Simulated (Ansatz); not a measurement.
**Cu: energy and stress against strain**

Aim: for Cu, strain the cell along the Voigt pattern (1, -1, 0, 0, 0, 0).

Computed with Ansatz 0.2.0 (DFT PBE, scalar-relativistic, plane waves, PAW, unless a step's input says otherwise).

## 1. The structure to begin with

The structure is cubic, space group Fm-3m (No. 225). The conventional cell has a = 3.615 Å, b = 3.615 Å, c = 3.615 Å, α = 90.00°, β = 90.00°, γ = 90.00°. Cu (site symmetry m-3m) is surrounded by 12 Cu at 2.56 Å.

As a file:

```
Cu
1.0
     0.00000    1.80750    1.80750
     1.80750    0.00000    1.80750
     1.80750    1.80750    0.00000
Cu
1
Direct
  0.00000 0.00000 0.00000
```

The cell is taken as given, not relaxed at this level.

## 2. The undisturbed cell

input.yaml reads:

```yaml
crystal:
  lattice:
    - [0.0, 1.8075, 1.8075]
    - [1.8075, 0.0, 1.8075]
    - [1.8075, 1.8075, 0.0]
  atoms:
    - { symbol: Cu, position: [0.0, 0.0, 0.0] }
basis:
  ecutwfc: 420
kpoints:
  mp_grid: { grid: [22, 22, 22] }
hamiltonian:
  xc: pbe
scf:
  occupations: { method: gaussian, width: 0.15 }
output:
  forces: true
  stress: true
  eigenvalues: true
```

Run with:

```bash
$ ansatz run input.yaml --threads 1 --pin off --max-ram 1228MiB --backend cpu --events-out ev --progress --plain --runs-dir out
```

## 3. Next: energy and stress against strain

The cell is strained by ε times the Voigt pattern (1, -1, 0, 0, 0, 0) (xx, yy, zz, yz, xz, xy; engineering shear), with fractional coordinates fixed (clamped ions). The stress on the pattern is the sum of the stress components weighted by it, tension positive.

## 4. At ε = -0.1500

input.yaml: that of step 2 with these lines changed.

```diff
@@ -2,5 +2,5 @@
   lattice:
-    - [0.0, 1.8075, 1.8075]
-    - [1.8075, 0.0, 1.8075]
-    - [1.8075, 1.8075, 0.0]
+    - [0.0, 2.078625, 1.8075]
+    - [1.536375, 0.0, 1.8075]
+    - [1.536375, 2.078625, 0.0]
   atoms:
```

## 5. Point ε = 0.1125

input.yaml: that of step 4 with these lines changed.

```diff
@@ -2,5 +2,5 @@
   lattice:
-    - [0.0, 2.078625, 1.8075]
-    - [1.536375, 0.0, 1.8075]
-    - [1.536375, 2.078625, 0.0]
+    - [0.0, 1.60415625, 1.8075]
+    - [2.01084375, 0.0, 1.8075]
+    - [2.01084375, 1.60415625, 0.0]
   atoms:
```

## 6. ε = -0.0750

input.yaml: that of step 5 with these lines changed.

```diff
@@ -2,5 +2,5 @@
   lattice:
-    - [0.0, 1.60415625, 1.8075]
-    - [2.01084375, 0.0, 1.8075]
-    - [2.01084375, 1.60415625, 0.0]
+    - [0.0, 1.9430625, 1.8075]
+    - [1.6719375, 0.0, 1.8075]
+    - [1.6719375, 1.9430625, 0.0]
   atoms:
```

## 7. Point ε = 0.0375

input.yaml: that of step 6 with these lines changed.

```diff
@@ -2,5 +2,5 @@
   lattice:
-    - [0.0, 1.9430625, 1.8075]
-    - [1.6719375, 0.0, 1.8075]
-    - [1.6719375, 1.9430625, 0.0]
+    - [0.0, 1.73971875, 1.8075]
+    - [1.87528125, 0.0, 1.8075]
+    - [1.87528125, 1.73971875, 0.0]
   atoms:
```

## 8. Point ε = 0.1312

input.yaml: that of step 7 with these lines changed.

```diff
@@ -2,5 +2,5 @@
   lattice:
-    - [0.0, 1.73971875, 1.8075]
-    - [1.87528125, 0.0, 1.8075]
-    - [1.87528125, 1.73971875, 0.0]
+    - [0.0, 1.570356, 1.8075]
+    - [2.044644, 0.0, 1.8075]
+    - [2.044644, 1.570356, 0.0]
   atoms:
```

## 9. ε = 0.0937

input.yaml: that of step 8 with these lines changed.

```diff
@@ -2,5 +2,5 @@
   lattice:
-    - [0.0, 1.570356, 1.8075]
-    - [2.044644, 0.0, 1.8075]
-    - [2.044644, 1.570356, 0.0]
+    - [0.0, 1.63813725, 1.8075]
+    - [1.97686275, 0.0, 1.8075]
+    - [1.97686275, 1.63813725, 0.0]
   atoms:
```

## 10. Point ε = 0.0562

input.yaml: that of step 9 with these lines changed.

```diff
@@ -2,5 +2,5 @@
   lattice:
-    - [0.0, 1.63813725, 1.8075]
-    - [1.97686275, 0.0, 1.8075]
-    - [1.97686275, 1.63813725, 0.0]
+    - [0.0, 1.7059185, 1.8075]
+    - [1.9090815, 0.0, 1.8075]
+    - [1.9090815, 1.7059185, 0.0]
   atoms:
```

## 11. ε = 0.0187

input.yaml: that of step 10 with these lines changed.

```diff
@@ -2,5 +2,5 @@
   lattice:
-    - [0.0, 1.7059185, 1.8075]
-    - [1.9090815, 0.0, 1.8075]
-    - [1.9090815, 1.7059185, 0.0]
+    - [0.0, 1.77369975, 1.8075]
+    - [1.84130025, 0.0, 1.8075]
+    - [1.84130025, 1.77369975, 0.0]
   atoms:
```

(Steps that only read results are left out.)

Q: Predict the outcome of this session. Wanted: slope of the stress at ε = 0, from the points at -0.0750, 0 and 0.0187.

The runs gave:

```
                                                              quantity    value
slope of the stress at ε = 0, from the points at -0.0750, 0 and 0.0187  119 GPa
```

What this shows: The slope of the stress at zero strain, 119 GPa, estimates C11 + C22 − 2 C12 with clamped ions in this Cartesian frame. The step is wide, so higher orders mix in. The reference stands under 1.8 GPa, so this is no zero-stress constant. No sampled point lies below the undisturbed cell.
